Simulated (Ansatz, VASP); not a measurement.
# CdS in VASP and in Ansatz

The input POSCAR:

```
CdS
1.0
    4.1688380995      0.0000000000      0.0000000000
   -2.0844190498      3.6103196984      0.0000000000
    0.0000000000      0.0000000000      6.7796174100
Cd S
2 2
Direct
    0.6666666667      0.3333333333      0.5002243700
    0.3333333333      0.6666666667      0.0002243700
    0.6666666667      0.3333333333      0.8767756300
    0.3333333333      0.6666666667      0.3767756300
```

The input INCAR.step1:

```
SYSTEM = CdS
PREC     = Accurate       ! precision mode
ENCUT    = 520            ! plane-wave cutoff, eV
ISMEAR   = -1             ! smearing method
SIGMA    = 0.02           ! smearing width, eV
LREAL    = .False.        ! projectors in reciprocal space
LASPH    = .True.         ! aspherical terms in the spheres
NELM     = 100            ! most SCF steps
NBANDS   = 26             ! bands
GGA      = PE             ! functional
ALGO     = Normal         ! electronic algorithm
EDIFF    = 1E-4           ! SCF threshold, eV
LWAVE    = .True.         ! write WAVECAR
LCHARG   = .False.        ! write CHGCAR
```

File INCAR.step2:

```
SYSTEM = CdS
PREC     = Accurate       ! precision mode
ENCUT    = 520            ! plane-wave cutoff, eV
EDIFF    = 1E-8           ! SCF threshold, eV
ISMEAR   = -1             ! smearing method
SIGMA    = 0.02           ! smearing width, eV
LREAL    = .False.        ! projectors in reciprocal space
LASPH    = .True.         ! aspherical terms in the spheres
NELM     = 100            ! most SCF steps
ALGO     = Normal         ! electronic algorithm
ISIF     = 2              ! what is computed and relaxed
LWAVE    = .False.        ! write WAVECAR
LCHARG   = .False.        ! write CHGCAR
METAGGA  = R2SCAN         ! meta-GGA
LMIXTAU  = .True.       
LEFG     = .True.       
NBANDS   = 26             ! bands
ISTART   = 1
```

Contents of KPOINTS:

```
Automatic mesh
0
Gamma
  8 8 5
  0 0 0
```

Input for Ansatz:

```yaml
crystal:
  lattice:
    - [4.1688380995, 0.0, 0.0]
    - [-2.0844190498, 3.6103196984, 0.0]
    - [0.0, 0.0, 6.77961741]
  atoms:
    - { symbol: Cd, position: [0.6666666667, 0.3333333333, 0.50022437] }
    - { symbol: Cd, position: [0.3333333333, 0.6666666667, 0.00022437] }
    - { symbol: S, position: [0.6666666667, 0.3333333333, 0.87677563] }
    - { symbol: S, position: [0.3333333333, 0.6666666667, 0.37677563] }
kpoints:
  mp_grid: { grid: [8, 8, 5] }
  band_path:
    path:
      - [0.0, 0.0, 0.0]
      - [0.5, 0.0, 0.0]
      - [0.3333333333, 0.3333333333, 0.0]
      - [0.0, 0.0, 0.0]
      - [0.0, 0.0, 0.5]
      - [0.5, 0.0, 0.5]
      - [0.3333333333, 0.3333333333, 0.5]
      - [0.0, 0.0, 0.5]
      - [0.5, 0.0, 0.5]
    npoints: 8
scf:
  occupations: { method: fermi_dirac, width: 0.02 }
hamiltonian:
  xc: r2scan
  pseudopotentials: { kind: all_electron, datasets: crystal }
output:
  forces: true
  stress: true
  eigenvalues: true
  efg: { contact_densities: true }
```

Alike in both runs: task electric field gradients; functional r2SCAN; k mesh 8 × 8 × 5; occupations fermi-dirac, width 0.02 eV; no spin polarisation.

|  | VASP | Ansatz |
| --- | --- | --- |
| version | VASP 6.6.1 | Ansatz 0.2.0 |
| potentials or method | VASP PAW PBE potentials, release 64 (Cd, S) | all-electron PAW with datasets made for the crystal, scalar-relativistic |
| plane-wave cutoff (eV) | 520 | see its input |

Ansatz gave:

| Item | Value |
| --- | --- |
| gap on the k mesh at the Fermi level (eV) | 1.63 |
| pressure (GPa) | -0.3 |
| rms of the force components (eV/Å) | 0.004 |
| Vzz of the field gradient on the site that differs most (V/Å²) | 0.1 |

Problem. Estimate VASP's values.

Solution. gap on the k mesh at the Fermi level (eV): 1.61; pressure (GPa): 0.0; rms of the force components (eV/Å): 0.003; Vzz of the field gradient on the site that differs most (V/Å²): 0.1.

Atom by atom the forces differ by 0.000 eV/Å (rms over components). Ansatz ran all-electron here, so the differences hold the error of VASP's frozen core and of both bases. Ansatz warned: «gradients_without_spin_orbit».

Caveats: the PAW data sets were made with another functional, which shifts forces and pressure a little (VASP). r2SCAN opens gaps a little over a GGA but as a rule still falls short of measured ones.
